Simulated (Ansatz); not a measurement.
# Cl: single points about a listed cell

Aim: see how energy, forces, stress and gap of Cl answer to random distortions, further strains and shifts, distortions that keep the symmetry. Nothing is relaxed unless a step says so.

Program: Ansatz 0.2.0. Level of theory: DFT PBEsol, scalar-relativistic, plane waves, PAW. These are calculated values, not measurements.

1 further run of the same task is left out (set aside as unsound or not needed).

## (1) The system as given

Symmetry: Cmce, No. 64, orthorhombic system. Conventional cell: a = 6.240 Å, b = 4.480 Å, c = 8.260 Å, α = 90.00°, β = 90.00°, γ = 90.00°. Around Cl (site symmetry m) lie 1 Cl at 2.02 Å.

As a file:

```
Cl
1.0
     3.12000   -2.24000    0.00000
     3.12000    2.24000    0.00000
     0.00000    0.00000    8.26000
Cl
4
Direct
  0.13000 0.87000 0.10000
  0.63000 0.37000 0.40000
  0.87000 0.13000 0.90000
  0.37000 0.63000 0.60000
```

The structure comes from the Crystallography Open Database.

## (2) A change within the space group

What differs from the listed cell: strain xx, yy, zz, yz, xz, xy = +0.0, -3.4, -2.6, +0.0, +0.0, +0.0 %; atoms moved by 0.25 Å root mean square, at most 0.25 Å.

Contents of input.yaml:

```yaml
crystal:
  lattice:
    - [3.120936, -2.1642432, 0.0]
    - [3.120936, 2.1642432, 0.0]
    - [0.0, 0.0, 8.0487092]
  atoms:
    - { symbol: Cl, position: [0.0743503721, 0.9256496279, 0.1022465957] }
    - { symbol: Cl, position: [0.5743503721, 0.4256496279, 0.3977534043] }
    - { symbol: Cl, position: [0.9256496279, 0.0743503721, 0.8977534043] }
    - { symbol: Cl, position: [0.4256496279, 0.5743503721, 0.6022465957] }
basis:
  ecutwfc: 420
kpoints:
  mp_grid: { grid: [8, 8, 4] }
hamiltonian:
  xc: pbesol
scf:
  occupations: { method: gaussian, width: 0.02 }
output:
  forces: true
  stress: true
  eigenvalues: true
  populations: true
```

Started as:

```bash
$ ansatz run input.yaml --threads 1 --pin off --max-ram 1331MiB --backend cpu --events-out ev --progress --plain --runs-dir out
```

## (3) A distortion of lower symmetry

Contents of input.yaml:

```yaml
crystal:
  lattice:
    - [3.0550944, -2.4281408, 0.0]
    - [2.7862944, 2.0537408, 0.0]
    - [0.0, 0.0, 8.3437564]
  atoms:
    - { symbol: Cl, position: [0.1256069045, 0.8734846972, 0.0878138637] }
    - { symbol: Cl, position: [0.6256069045, 0.3734846972, 0.4121861363] }
    - { symbol: Cl, position: [0.8743930955, 0.1265153028, 0.9116306117] }
    - { symbol: Cl, position: [0.3743930955, 0.6265153028, 0.5883693883] }
basis:
  ecutwfc: 420
kpoints:
  mp_grid: { grid: [8, 8, 4] }
hamiltonian:
  xc: pbesol
scf:
  occupations: { method: gaussian, width: 0.02 }
output:
  forces: true
  stress: true
  eigenvalues: true
  populations: true
```

## (4) Random moves and strain, cell strained

Contents of input.yaml:

```yaml
crystal:
  lattice:
    - [3.0349088, -2.0503512, 0.0449696]
    - [3.1536736, 2.2157736, 0.1422304]
    - [0.2478, 0.1793246, 8.0987648]
  atoms:
    - { symbol: Cl, position: [0.1003085508, 0.8553933723, 0.0942312349] }
    - { symbol: Cl, position: [0.6737188072, 0.3685536287, 0.4021985472] }
    - { symbol: Cl, position: [0.779554201, 0.1825675939, 0.9064745763] }
    - { symbol: Cl, position: [0.4464200435, 0.5934870078, 0.5970956416] }
basis:
  ecutwfc: 420
kpoints:
  mp_grid: { grid: [8, 8, 4] }
hamiltonian:
  xc: pbesol
scf:
  occupations: { method: gaussian, width: 0.02 }
output:
  forces: true
  stress: true
  eigenvalues: true
```

## (5) A distortion of lower symmetry

Contents of input.yaml:

```yaml
crystal:
  lattice:
    - [3.041376, -2.1547456, 0.0]
    - [3.041376, 2.1547456, 0.0]
    - [0.0, 0.0, 7.9103542]
  atoms:
    - { symbol: Cl, position: [0.1232824733, 0.8767175267, 0.0887590437] }
    - { symbol: Cl, position: [0.6665771626, 0.3334228374, 0.4112409563] }
    - { symbol: Cl, position: [0.8334228374, 0.1665771626, 0.9112409563] }
    - { symbol: Cl, position: [0.3767175267, 0.6232824733, 0.5887590437] }
basis:
  ecutwfc: 420
kpoints:
  mp_grid: { grid: [8, 8, 4] }
hamiltonian:
  xc: pbesol
scf:
  occupations: { method: gaussian, width: 0.02 }
output:
  forces: true
  stress: true
  eigenvalues: true
  write_density: true
  write_potential: true
  elf: true
  volumetric_format: npy
```

## (6) A random distortion, cell strained

Contents of input.yaml:

```yaml
crystal:
  lattice:
    - [3.1527096, -2.30836, 0.0305696]
    - [3.0798648, 2.2068976, 0.0942304]
    - [0.1652, 0.1173746, 8.2189478]
  atoms:
    - { symbol: Cl, position: [0.1475533425, 0.8662319139, 0.1060871671] }
    - { symbol: Cl, position: [0.6148940591, 0.3835770948, 0.3943280872] }
    - { symbol: Cl, position: [0.8472596154, 0.1515096154, 0.8954273608] }
    - { symbol: Cl, position: [0.3902952152, 0.5986791438, 0.6041585956] }
basis:
  ecutwfc: 420
kpoints:
  mp_grid: { grid: [8, 8, 4] }
hamiltonian:
  xc: pbesol
scf:
  occupations: { method: gaussian, width: 0.02 }
output:
  forces: true
  stress: true
  eigenvalues: true
  populations: true
```

What does the calculation give? Wanted: for each run, case; energy; pressure; largest force.

**Answer**, as computed:

```
step                                    case  energy (meV/atom)  pressure (GPa)  largest force (eV/Å)  gap on the mesh (eV)
   2         a change within the space group               +0.0            14.1                  7.82                  3.59
   3          a distortion of lower symmetry             -241.8             7.2                  3.78                  3.15
   4  random moves and strain, cell strained             -335.4             3.1                  2.73                  2.22
   5          a distortion of lower symmetry             -287.8             6.3                  3.04                  3.02
   6      a random distortion, cell strained             -357.1            -2.4                  1.56                  1.82
```

Energies are counted from step 2, with the smearing taken to zero. 

**Reading.** Among the distorted cells of the listed formula and level the largest force, 7.82 eV/Å, comes in step 2, shared by 4 atoms. Among the distorted cells of the listed formula and level the gap runs from 1.82 eV to 3.59 eV.

These are semilocal Kohn-Sham gaps, which aren't the measured quantity. Such gaps usually fall short of the measured ones.
